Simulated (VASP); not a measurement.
Crystal: SiC.

```xyz
2
Lattice="0.0000 2.1193 2.1193 2.1193 0.0000 2.1193 2.1193 2.1193 0.0000" Properties=species:S:1:pos:R:3 pbc="T T T"
Si    0.0000    0.0000    0.0000
C     2.1193    2.1193    2.1193
```

The cell was built by a generator and needn't be a form met in nature.

* Program: VASP 6.6.1
* Task: relaxation of cell and atoms
* Functional: PBE
* Dispersion: D3(BJ)
* Potentials or basis: VASP PAW PBE potentials, release 64 (Si, C)
* Cutoff: 600 eV
* k mesh: 12 × 12 × 12
* Occupations: gaussian, width 0.03 eV
* Spin: no spin polarisation

At the start: pressure -29.3 GPa; volume 9.52 Å³/atom.

**Question.** Where does the relaxation end?

**Answer.** Over 16 steps the energy falls by 151.4 meV/atom and the volume is 8.13 Å³/atom (-14.6 %); space group Fm-3m (No. 225, to 0.05 Å).

The path:
```
step  energy change (eV)  largest force (eV/Å)  pressure (GPa)  volume (Å³)
   1              0.0000                0.0000          -29.27        19.04
   2             -0.1555                0.0000           33.28        14.64
   3             -0.3028                0.0000            0.51        16.22
   4             -0.3028                0.0000           -0.41        16.27
   5             -0.3028                0.0000           -0.40        16.27
   6             -0.3028                0.0000           -0.38        16.27
   7             -0.3028                0.0000           -0.37        16.27
   8             -0.3028                0.0000           -0.37        16.27
   9             -0.3028                0.0000           -0.37        16.27
  10             -0.3028                0.0000           -0.37        16.27
  11             -0.3028                0.0000           -0.37        16.27
  12             -0.3028                0.0000           -0.36        16.27
  13             -0.3028                0.0000           -0.34        16.27
  14             -0.3028                0.0000           -0.31        16.26
  15             -0.3028                0.0000           -0.24        16.26
  16             -0.3028                0.0000           -0.10        16.25
```

Final structure:
```
Si C
1.0
     0.00000    2.01043    2.01043
     2.01043    0.00000    2.01043
     2.01043    2.01043    0.00000
Si C
1 1
Direct
  0.00000 0.00000 0.00000
  0.50000 0.50000 0.50000
```

Caveat: pairwise dispersion overbinds metals, which lowers pressure and volume.
